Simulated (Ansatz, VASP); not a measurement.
**Two plane-wave programs on C**

```
C
1.0
     2.52210    0.00000    0.00000
    -1.26105    2.18420    0.00000
     0.00000    0.00000    8.23710
C
8
Direct
  0.00000 0.00000 0.09299
  0.00000 0.00000 0.59299
  0.00000 0.00000 0.40701
  0.00000 0.00000 0.90701
  0.33333 0.66667 0.15548
  0.66667 0.33333 0.65548
  0.33333 0.66667 0.34452
  0.66667 0.33333 0.84452
```

This is a hexagonal form of diamond, not graphite.

Alike in both runs: functional PBE; k mesh 12 × 12 × 4; occupations fermi-dirac, width 0.05 eV; no spin polarisation.

Ansatz relaxed the structure, and its values are those at the end. VASP's run is a single point on that final structure, the one shown.

```csv
,VASP,Ansatz
version,VASP 6.6.1,Ansatz 0.2.0
potentials or method,"VASP PAW PBE potentials, release 64 (C)","plane-wave PAW, scalar-relativistic"
plane-wave cutoff (eV),520,420
valence electrons in the cell,32,32
```

```tsv
	VASP	Ansatz	Ansatz less VASP
gap on the k mesh at the Fermi level (eV)	4.45	4.46	+0.009
pressure (GPa)	2.9	2.2	-0.67
```

Ansatz warned: «stress_scf_threshold_loose».

A k mesh can miss the band edges. Expect the measured gap to be larger: semilocal functionals such as PBE lack the derivative discontinuity.
